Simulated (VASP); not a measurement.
A run of VASP 6.6.1 is set up as follows.

File POSCAR:

```
ZrO2                                    
1.0
   -0.0000000000      2.5580700309      2.5580700309
    2.5580700309     -0.0000000000      2.5580700309
    2.5580700309      2.5580700309     -0.0000000000
  Zr              O             
     1     2
Direct
     0.0000000000000000    0.0000000000000000    0.0000000000000000
     0.2500000000000000    0.2500000000000000    0.2500000000000000
     0.7500000000000000    0.7500000000000000    0.7500000000000000
```

The input INCAR.step1:

```
PREC = Accurate ; ENCUT = 520
EDIFF = 1E-5 ; ISMEAR = 0
SIGMA = 0.02 ; LREAL = F
LASPH = T ; NELM = 80
ALGO = Normal ; ISIF = 2
LWAVE = T ; GGA = PE
```

The input INCAR.step2:

```
PREC = Accurate ; ENCUT = 520
EDIFF = 1E-6 ; ISMEAR = 0
SIGMA = 0.02 ; LREAL = F
LASPH = T ; NELM = 80
ALGO = Normal ; ISIF = 2
LWAVE = F ; LCHARG = T
GGA = PE ; LHFCALC = T
HFSCREEN = 0.2 ; PRECFOCK = Fast
LVHAR = T ; ISTART = 1
```

File KPOINTS:

```
regular mesh
0
Gamma
  8 8 8
```

Potentials or basis: VASP PAW PBE potentials, release 64 (Zr_sv, O).

The run is started by

```console
$ cat potpaw_PBE.64/Zr_sv/POTCAR potpaw_PBE.64/O/POTCAR > POTCAR
$ cp INCAR.step1 INCAR
$ mpirun -np 1 vasp_std > vasp.out
$ cp INCAR.step2 INCAR
$ mpirun -np 1 vasp_std > vasp.out
```

What does it give for the pressure?

-6.4 GPa.

Estimate the band gap on the k mesh.

4.94 eV, indirect (least direct gap 5.33 eV).

Caveat: the PAW data sets were made with another functional, which shifts forces and pressure a little. A k mesh can miss the band edges.
